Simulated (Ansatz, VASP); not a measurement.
RbBr in VASP and in Ansatz

The input INCAR:

```
PREC = Accurate ; ENCUT = 520
EDIFF = 1E-6 ; ISMEAR = 0
SIGMA = 0.05 ; LREAL = False
LASPH = True ; NELM = 100
ALGO = Normal ; ISIF = 2
LWAVE = False ; LCHARG = True
GGA = PS ; LELF = True
LVHAR = True ; NBANDS = 15
```

The input KPOINTS:

```
Automatic mesh
0
Gamma
  6 6 6
```

The input POSCAR:

```
RbBr
1.0
    4.0701688540      0.0000000000      0.0000000000
    0.0000000000      4.0701688540      0.0000000000
    0.0000000000      0.0000000000      4.0701688540
Rb Br
1 1
Direct
    0.0000000000     -0.0793829626     -0.0793829626
    0.5000000000      0.5849104822      0.5849104822
```

Input for Ansatz:

```yaml
crystal:
  lattice:
    - [4.070168854, 0.0, 0.0]
    - [0.0, 4.070168854, 0.0]
    - [0.0, 0.0, 4.070168854]
  atoms:
    - { symbol: Rb, position: [0.0, -0.0793829626, -0.0793829626] }
    - { symbol: Br, position: [0.5, 0.5849104822, 0.5849104822] }
basis:
  ecutwfc: 420
kpoints:
  mp_grid: { grid: [6, 6, 6] }
hamiltonian:
  xc: pbesol
scf:
  occupations: { method: gaussian, width: 0.05 }
output:
  forces: true
  stress: true
  eigenvalues: true
```

Change from the starting cell: mode 5 frozen in at -0.346 Å and mode 6 at -0.346 Å (largest displacements).

Alike in both runs: task single point; functional PBEsol; k mesh 6 × 6 × 6; occupations gaussian, width 0.05 eV; no spin polarisation.

```csv
,VASP,Ansatz
version,VASP 6.6.1,Ansatz 0.2.0
potentials or method,"VASP PAW PBE potentials, release 64 (Rb_sv, Br)","scalar-relativistic, plane waves, PAW"
plane-wave cutoff (eV),520,420
valence electrons in the cell,16,16
```

|  | VASP | Ansatz | Ansatz less VASP |
| --- | --- | --- | --- |
| gap on the k mesh at the Fermi level (eV) | 4.18 | 4.19 | +0.003 |
| least direct gap on the mesh (eV) | 4.31 | 4.32 | +0.004 |
| pressure (GPa) | 6.7 | 6.6 | -0.14 |
| largest component of the traceless stress (GPa) | 5.15 | 5.07 | -0.074 |
| rms of the force components (eV/Å) | 1.305 | 1.285 | -0.0203 |

Atom by atom the forces differ by 0.020 eV/Å (rms over components). With one functional, cell and mesh, what is left measures potentials, basis and numerics.

Caveats: the PAW data sets were made with another functional, which shifts forces and pressure a little (VASP). A k mesh can miss the band edges.
